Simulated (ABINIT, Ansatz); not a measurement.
**A GW chain in ABINIT: CdS (Hawleyite)**

Wanted: ground state, empty states, screening and self-energy for CdS (Hawleyite).

Calculated with ABINIT 10.8.3; PBE and many-body steps on it, plane waves.

**The experiments to reproduce.**

- Gap 2.42 eV: optical gap from inflexion point of photoacoustic spectrum, as-grown film; photoacoustic spectroscopy; film (as-grown chemical bath deposited film, about 0.25 um thick, deposited at 80 C) (“Study of the band--gap shift in CdS films: Influence of thermal annealing in different atmospheres”, 1995, arxiv:cond-mat/9501125).

This is a report of a sequence of runs, with most program output left out.

## (1) The starting structure

Symmetry: F-43m, No. 216, cubic system. The conventional cell has a = 5.833 Å, b = 5.833 Å, c = 5.833 Å, α = 90.00°, β = 90.00°, γ = 90.00°. Nearest to Cd lie 4 S at 2.53 Å. S has 4 Cd at 2.53 Å nearest. Farther neighbours and most contacts between anions are not listed.

The cell and positions come from the Crystallography Open Database and are kept as given unless a step says otherwise.

## (2) Ground state

This step: ABINIT 10.8.3; DFT, PBE, plane waves, norm-conserving pseudopotentials.

The ground-state density comes first.

File run.abi:

```
acell 3*1.0 Angstrom
rprim 
  -0.000000000000 2.916500000000 2.916500000000
  2.916500000000 -0.000000000000 2.916500000000
  2.916500000000 2.916500000000 -0.000000000000
ntypat 2
znucl 48 16
natom 2
typat 1 2
xred 
  0.000000000000 0.000000000000 0.000000000000
  0.250000000000 0.250000000000 0.250000000000
pp_dirpath "pseudos"
pseudos "Cd.upf, S.upf"
ecut 47
ngkpt 6 6 6
nshiftk 1
shiftk 0 0 0
kptopt 1
chksymbreak 0
nband 18
occopt 1
tolvrs 1e-10
nstep 60
prtwf 0
optforces 0
optstress 0
indata_prefix "in"
outdata_prefix "out"
tmpdata_prefix "tmp"
```

Run with:

```
OMP_NUM_THREADS=1 mpirun -n 4 abinit run.abi > log
```

It took 17 s on 4 MPI ranks of Arm Neoverse V2, shared host; peak memory 0.4 GiB; 68 s of CPU time.

This step gave:

```
total energy               : -5072.6803 eV
gap                        : 1.145 eV
k of the valence top       : 0, 0, 0
k of the conduction bottom : 0, 0, 0
least direct gap           : 1.145 eV
```

The gap is direct, at Γ.

## (3) Bands along the symmetry lines

Levels along a band path, at the cheap level, show where the edges lie and whether the meshes to come will hold them.

File run.abi:

```
acell 3*1.0 Angstrom
rprim 
  -0.000000000000 2.916500000000 2.916500000000
  2.916500000000 -0.000000000000 2.916500000000
  2.916500000000 2.916500000000 -0.000000000000
ntypat 2
znucl 48 16
natom 2
typat 1 2
xred 
  0.000000000000 0.000000000000 0.000000000000
  0.250000000000 0.250000000000 0.250000000000
pp_dirpath "pseudos"
pseudos "Cd.upf, S.upf"
ecut 47
iscf -2
irdden 1
kptopt 0
nkpt 50
kpt 
  0.00000000 0.00000000 0.00000000
  -0.06250000 -0.06250000 0.00000000
  -0.12500000 -0.12500000 0.00000000
  -0.18750000 -0.18750000 0.00000000
  -0.25000000 -0.25000000 0.00000000
  -0.31250000 -0.31250000 0.00000000
  -0.37500000 -0.37500000 0.00000000
  -0.43750000 -0.43750000 0.00000000
  -0.50000000 -0.50000000 0.00000000
  -0.48437500 -0.48437500 0.03125000
  -0.46875000 -0.46875000 0.06250000
  -0.45312500 -0.45312500 0.09375000
  -0.43750000 -0.43750000 0.12500000
  -0.42187500 -0.42187500 0.15625000
  -0.40625000 -0.40625000 0.18750000
  -0.39062500 -0.39062500 0.21875000
  -0.37500000 -0.37500000 0.25000000
  -0.37500000 0.00000000 0.37500000
  -0.32812500 0.00000000 0.32812500
  -0.28125000 0.00000000 0.28125000
  -0.23437500 0.00000000 0.23437500
  -0.18750000 0.00000000 0.18750000
  -0.14062500 0.00000000 0.14062500
  -0.09375000 0.00000000 0.09375000
  -0.04687500 0.00000000 0.04687500
  0.00000000 0.00000000 0.00000000
  0.00000000 0.00000000 0.06250000
  0.00000000 0.00000000 0.12500000
  0.00000000 0.00000000 0.18750000
  0.00000000 0.00000000 0.25000000
  0.00000000 0.00000000 0.31250000
  0.00000000 0.00000000 0.37500000
  0.00000000 0.00000000 0.43750000
  0.00000000 0.00000000 0.50000000
  -0.06250000 -0.03125000 0.46875000
  -0.12500000 -0.06250000 0.43750000
  -0.18750000 -0.09375000 0.40625000
  -0.25000000 -0.12500000 0.37500000
  -0.31250000 -0.15625000 0.34375000
  -0.37500000 -0.18750000 0.31250000
  -0.43750000 -0.21875000 0.28125000
  -0.50000000 -0.25000000 0.25000000
  -0.50000000 -0.28125000 0.21875000
  -0.50000000 -0.31250000 0.18750000
  -0.50000000 -0.34375000 0.15625000
  -0.50000000 -0.37500000 0.12500000
  -0.50000000 -0.40625000 0.09375000
  -0.50000000 -0.43750000 0.06250000
  -0.50000000 -0.46875000 0.03125000
  -0.50000000 -0.50000000 0.00000000
istwfk *1
nband 20
nbdbuf 2
tolwfr 1e-08
nstep 40
prtwf 0
prtvol 0
indata_prefix "in"
outdata_prefix "out"
tmpdata_prefix "tmp"
```

Elapsed: 24 s, on 4 MPI ranks; peak memory 0.35 GiB.

This step gave:

| Property | Result |
| --- | --- |
| gap | 1.145 eV |
| k of the valence top | 0, 0, 0 |
| k of the conduction bottom | 0, 0, 0 |
| least direct gap | 1.145 eV |

The gap is 1.145 eV, as in the run before at this level.

The electronic bands at the labelled points (eV, zero at the top of the highest filled band):

| point | band 10 | band 11 | band 12 | band 13 | band 14 | band 15 | band 16 | band 17 |
| --- | --- | --- | --- | --- | --- | --- | --- | --- |
| Γ | -7.24 | 0.00 | 0.00 | 0.00 | 1.14 | 6.53 | 6.53 | 6.53 |
| halfway | -7.20 | -2.31 | -1.02 | -1.02 | 3.59 | 4.82 | 8.12 | 8.12 |
| X | -6.80 | -3.95 | -1.88 | -1.88 | 3.56 | 4.35 | 9.20 | 10.77 |
| halfway | -6.74 | -3.94 | -2.15 | -1.78 | 3.85 | 4.66 | 8.94 | 10.01 |
| U | -6.67 | -3.93 | -2.53 | -1.52 | 4.24 | 5.45 | 8.48 | 9.01 |
| jump to K | -6.67 | -3.93 | -2.53 | -1.52 | 4.24 | 5.45 | 8.48 | 9.01 |
| halfway | -7.19 | -2.75 | -1.36 | -0.42 | 3.61 | 6.10 | 6.75 | 7.27 |
| Γ | -7.24 | 0.00 | 0.00 | 0.00 | 1.14 | 6.53 | 6.53 | 6.53 |
| halfway | -7.24 | -2.49 | -0.40 | -0.40 | 2.78 | 6.28 | 7.03 | 7.03 |
| L | -6.86 | -4.39 | -0.75 | -0.75 | 3.01 | 7.00 | 7.00 | 7.46 |
| halfway | -6.75 | -4.11 | -1.93 | -1.22 | 4.38 | 5.81 | 7.21 | 8.35 |
| W | -6.61 | -3.89 | -2.26 | -2.18 | 5.42 | 5.43 | 7.23 | 8.04 |
| halfway | -6.70 | -3.92 | -2.08 | -2.03 | 4.26 | 4.83 | 8.67 | 8.94 |
| X | -6.80 | -3.95 | -1.88 | -1.88 | 3.56 | 4.35 | 9.20 | 10.77 |

## (4) Empty states on the mesh, 4×4×4 mesh, 363 bands

The sums over transitions need many empty states on a uniform mesh; this step solves for them.

File run.abi:

```
acell 3*1.0 Angstrom
rprim 
  -0.000000000000 2.916500000000 2.916500000000
  2.916500000000 -0.000000000000 2.916500000000
  2.916500000000 2.916500000000 -0.000000000000
ntypat 2
znucl 48 16
natom 2
typat 1 2
xred 
  0.000000000000 0.000000000000 0.000000000000
  0.250000000000 0.250000000000 0.250000000000
pp_dirpath "pseudos"
pseudos "Cd.upf, S.upf"
ecut 47
ngkpt 4 4 4
nshiftk 1
shiftk 0 0 0
kptopt 1
chksymbreak 0
iscf -2
irdden 1
istwfk *1
nband 363
nbdbuf 32
tolwfr 1e-09
nstep 60
prtvol 0
indata_prefix "in"
outdata_prefix "out"
tmpdata_prefix "tmp"
```

It took 3.6 min on 4 MPI ranks; peak memory 0.61 GiB; 14 min of CPU time.

Numbers from this step:

```
gap                                                           : 1.145 eV
k of the valence top                                          : 0, 0, 0
k of the conduction bottom                                    : 0, 0, 0
least direct gap                                              : 1.145 eV
k points computed                                             : 8
lowest point of the top converged band, above the valence top : 189.0454 eV
```

On this mesh the gap is 1.145 eV.

## (5) Screening, 4×4×4 mesh, 331 bands, screening to 272.1 eV

The RPA dielectric matrix is built and inverted for each q.

This step: RPA screening on PBE, plane waves, norm-conserving pseudopotentials.

run.abi: that of step 4 with these lines changed.

```diff
@@ -20,10 +20,11 @@
 chksymbreak 0
-iscf -2
-irdden 1
 istwfk *1
-nband 363
-nbdbuf 32
-tolwfr 1e-09
-nstep 60
-prtvol 0
+occopt 1
+irdwfk 1
+optdriver 3
+nband 331
+ecuteps 10
+inclvkb 2
+awtr 1
+symchi 1
 indata_prefix "in"
```

Wall time 3.8 min (4 MPI ranks); peak memory 2.8 GiB; 15 min of CPU time.

This step gave:

| Property | Result |
| --- | --- |
| ε∞ with local fields, on this mesh, along the program's q direction | 11.06 |
| the same without local fields | 11.78 |
| plasma frequency | 26.88 eV |
| plane waves in the screening matrix | 531 |

Local fields lower ε∞ by 6 %. On a Γ-centred mesh this coarse the value itself is usually too large, while a short band sum pulls it down.

## (6) Self-energy, 4×4×4 mesh, 331 bands, screening to 272.1 eV

The self-energy is evaluated for the states that the input lists, and the levels follow from it, in one-shot runs by the linearised quasiparticle equation.

This step: G0W0 on PBE, plane waves, norm-conserving pseudopotentials.

run.abi: that of step 5 with these lines changed.

```diff
@@ -23,8 +23,15 @@
 irdwfk 1
-optdriver 3
+optdriver 4
 nband 331
+gwcalctyp 0
+ecutsigx 47
+symsigma 1
+nkptgw 1
+kptgw 
+  0.0000000000 0.0000000000 0.0000000000
+bdgw 
+  11 17
 ecuteps 10
-inclvkb 2
-awtr 1
-symchi 1
+irdscr 1
+ppmodel 1
 indata_prefix "in"
```

Run time: 53 s. Hardware: 4 MPI ranks; peak memory 3 GiB.

Numbers from this step:

* G0W0 gap on the points computed: 2.165 eV
* starting gap on the mesh: 1.145 eV
* k of the valence top: 0, 0, 0
* k of the conduction bottom: 0, 0, 0
* Z at the valence top: 0.78
* Z at the conduction bottom: 0.812
* least direct G0W0 gap on the computed points: 2.165 eV

The gap on the mesh goes from 1.14 eV to 2.17 eV, a correction of +1.02 eV.

Limits: finite bands, cutoff and mesh; no spin-orbit coupling; coarse k mesh. v1 is the top filled band, c1 the lowest empty one. Levels before and after the correction, in eV, zero at the valence-band top of each column:

|  | conduction bottom | valence top |
| --- | --- | --- |
| Kohn-Sham | 1.14 | 0.00 |
| G0W0 | 2.17 | 0.00 |

|  | level | energy (eV) |
| --- | --- | --- |
| Kohn-Sham | Γ v3-v1 | 0.000 |
| Kohn-Sham | Γ c1 | 1.145 |
| Kohn-Sham | Γ c2-c4 | 6.531 |
| G0W0 | Γ v3-v1 | 0.000 |
| G0W0 | Γ c1 | 2.165 |
| G0W0 | Γ c2-c4 | 7.810 |

## (7) Where the time went

Times are wall times on 4 MPI ranks of Arm Neoverse V2, shared host, good to a factor of about two.

| step | time | share | memory (GiB) |
| --- | --- | --- | --- |
| ground state | 17 s | 3 % | 0.4 |
| bands along the symmetry lines | 24 s | 5 % | 0.35 |
| empty states on the mesh | 3.6 min | 40 % | 0.61 |
| screening | 3.8 min | 42 % | 2.8 |
| self-energy | 53 s | 10 % | 3.0 |

## (8) Summary of results

| Item | Value |
| --- | --- |
| PBE gap | 1.14 eV, direct |
| G0W0 gap on the mesh | 2.17 eV |
| GW settings | 4×4×4 mesh, 331 bands, screening to 272.1 eV, Godby-Needs plasmon pole |
| known limits | not at the basis limit; no spin-orbit coupling; coarse k mesh |

In words: G0W0 moves the gap on the mesh from 1.14 eV to 2.17 eV (+1.02 eV), with Z of 0.78 and 0.81 at the edges. Local fields lower the RPA ε∞ on this mesh from 11.78 to 11.06; a Γ-centred mesh this coarse tends to raise both, most where the direct gap is narrow, while a short band sum lowers them. Only 1 of the mesh's irreducible points was corrected, so a valley elsewhere could overtake. Against experiment, by G0W0@PBE: the gap of 2.17 eV lies −0.25 eV from the measured 2.42 eV (optical, 1995). An exciton line or allowed optical edge lies below the quasiparticle gap by the binding energy; a forbidden edge can push the onset above it. The calculation has static nuclei and no excitons; a measured gap holds zero-point and thermal motion, which mostly lowers it. Bands and cutoff are finite, so the gap is not at the basis limit. The miss can reach some tenths of an eV and take either sign; the mesh is an error of its own. In the G0W0 run levels were corrected at 1 k point alone, so a gap called «on the mesh» is the least over those, and an edge elsewhere would be missed. The 4×4×4 mesh is coarse for this cell, which bears on the long-range parts of exchange and screening. The many-body steps are scalar-relativistic: spin-orbit coupling is not in them.

[Paths, hosts, dates, memory and timing lines, banners, echoed tables and standing remarks are left out of the program output.]

[Logs are printed without paths, hosts, clocks, repeated set-up lines and the standing remarks that a program may print on its own settings, such as how far it seeks lower states.]

[Runs of the session that timed out or met a known fault of the program may be left out.]

[Hosts, paths, dates, database ids (printed as entryN), source tags and the programs' standing remarks are cut or masked in the printed files.]

[G0W0 gaps are taken among the corrected bands and points alone; a level outside them can change the order at an edge.]

[Where Ansatz stands beside ABINIT at settings called matched, ABINIT's density can come from a denser mesh and the files from another edition; pairs whose starting gaps differed by over 0.03 eV were left out, so agreement reads better than it is.]
